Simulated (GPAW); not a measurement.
A run of GPAW 26.7.0:

Contents of run.py:

```python
from ase.dft.bandgap import bandgap
from ase.io import read, write
from ase.units import Bohr, GPa
from gpaw import GPAW, PW
from gpaw.elf import elf_from_dft_calculation

atoms = read('Sc.xyz')

calc = GPAW(mode=PW(600),
            xc='PBE',
            kpts={'size': (10, 10, 10), 'gamma': True},
            occupations={'name': 'methfessel-paxton', 'order': 0, 'width': 0.02},
            nbands=14,
            convergence={'density': 1e-05, 'energy': 1e-05},
            maxiter=150,
            txt='gpaw.txt')
atoms.calc = calc
energy = atoms.get_potential_energy()
forces = atoms.get_forces()
stress = atoms.get_stress()
calc.write('gs.gpw')
write('result.traj', atoms)
print(f'Energy: {energy:.6f} eV')
print('Forces (eV/A):')
print(forces.round(4))
print('Stress (GPa):', (stress / GPa).round(3))
print('Fermi level:', round(calc.get_fermi_level(), 4), 'eV')
print(f'Gap: {bandgap(calc)[0]:.4f} eV, direct: {bandgap(calc, direct=True)[0]:.4f} eV')

# fields on the real-space grid
write('density.cube', atoms, data=calc.get_pseudo_density() * Bohr**3)
write('potential.cube', atoms, data=calc.get_electrostatic_potential())
write('elf.cube', atoms, data=elf_from_dft_calculation(calc).data)
```

File Sc.xyz:

```xyz
1
Lattice="-1.9172054859 1.9172054859 1.7176030000 1.9172054859 -1.9172054859 1.7176030000 1.9172054859 1.9172054859 -1.7176030000" Properties=species:S:1:pos:R:3 pbc="T T T"
Sc     0.0000000000      0.0000000000      0.0000000000
```

Potentials or basis: GPAW PAW data sets (gpaw-data 1.2.1), pw.

Command:

```console
$ OMP_NUM_THREADS=1 python run.py
```

Hardware: 1 thread of Arm Neoverse V1, with other jobs on the host.

**Question.** Estimate the wall time of this run.

**Answer.** Wall time 18 s on 1 thread of Arm Neoverse V1, with other jobs on the host, peak memory 0.16 GiB. Counts: scf iterations 8, plane waves 867, bands 14, k points 102.
